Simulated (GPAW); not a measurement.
## Fitting the PBEsol+D3(zero damping) energy curve of KCl

It takes space group Fm-3m (No. 225, cubic). Conventional cell: a = 6.293 Å, b = 6.293 Å, c = 6.293 Å, α = 90.00°, β = 90.00°, γ = 90.00°. K (site symmetry m-3m) has 6 Cl at 3.15 Å as nearest neighbours. Around Cl (site symmetry m-3m) lie 6 K at 3.15 Å.

The cell was scaled at fixed shape and fractions and run with GPAW, PAW data sets generated for this functional, cutoff 600 eV; PBEsol+D3(zero damping), k mesh 7 × 7 × 7 on the cell of 2 atoms, fermi-dirac occupations of 0.05 eV, no spin polarisation, no spin-orbit coupling. Energies are those that the program minimises, any entropy of the smearing included.

```tsv
V (Å³/atom)	energy over the lowest row (meV/atom)
29.2819	2.395
29.9049	?
30.5279	0.000
31.1509	0.993
31.7739	3.095
32.3969	6.260
33.0200	10.380
```

**Question.** Fit the third-order Birch-Murnaghan form, give V0, B0 and B′, and predict the energy left open.

**Answer.** With y = (V0/V)^(2/3), E = E0 + (9 V0 B0/16) [(y - 1)³ B′ + (y - 1)² (6 - 4y)]. Least squares through the rows shown give V0 = 30.3945 Å³/atom, E0 = -0.011 meV, B0 = 17.48 GPa (1 eV/Å³ = 160.218 GPa) and B′ = 5.34, with a largest miss of 0.029 meV. At V = 29.9049 the form with these constants gives 0.434 meV; the run gave 0.435 meV an atom.
